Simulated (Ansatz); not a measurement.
AlN:

```
Al N
1.0
     0.00000    2.18399    2.18399
     2.18399    0.00000    2.18399
     2.18399    2.18399    0.00000
Al N
1 1
Direct
  0.00000 0.00000 0.00000
  0.25000 0.25000 0.25000
```

Measurements of this composition are mostly on another form, of space group No. 186.

| Property | Result |
| --- | --- |
| Program | Ansatz 0.2.0 |
| Task | relaxation of cell and atoms |
| Functional | PBE |
| Potentials or basis | all-electron LAPW, scalar-relativistic |
| Basis error allowed | 0.001 eV/atom |
| k mesh | 10 × 10 × 10 |
| Occupations | fermi-dirac, width 0.05 eV |
| Spin | no spin polarisation |

At the start: volume 10.42 Å³/atom.

Task: Where does the relaxation end?

Result: Over 5 steps the energy falls by 3.6 meV/atom and the volume is 10.67 Å³/atom (+2.4 %); space group F-43m (No. 216, to 0.05 Å).

The path:
| step | energy change (eV) | largest force (eV/Å) | volume (Å³) |
| --- | --- | --- | --- |
| 1 | 0.0000 | 0.0000 | 20.83 |
| 2 | -0.0054 | 0.0000 | 21.08 |
| 3 | -0.0072 | 0.0000 | 21.32 |
| 4 | -0.0072 | 0.0000 | 21.33 |
| 5 | -0.0072 | 0.0000 | 21.33 |

Final structure:
```
Al N
1.0
     0.00000    2.20122    2.20122
     2.20122    0.00000    2.20122
     2.20122    2.20122    0.00000
Al N
1 1
Direct
  0.00000 0.00000 0.00000
  0.25000 0.25000 0.25000
```
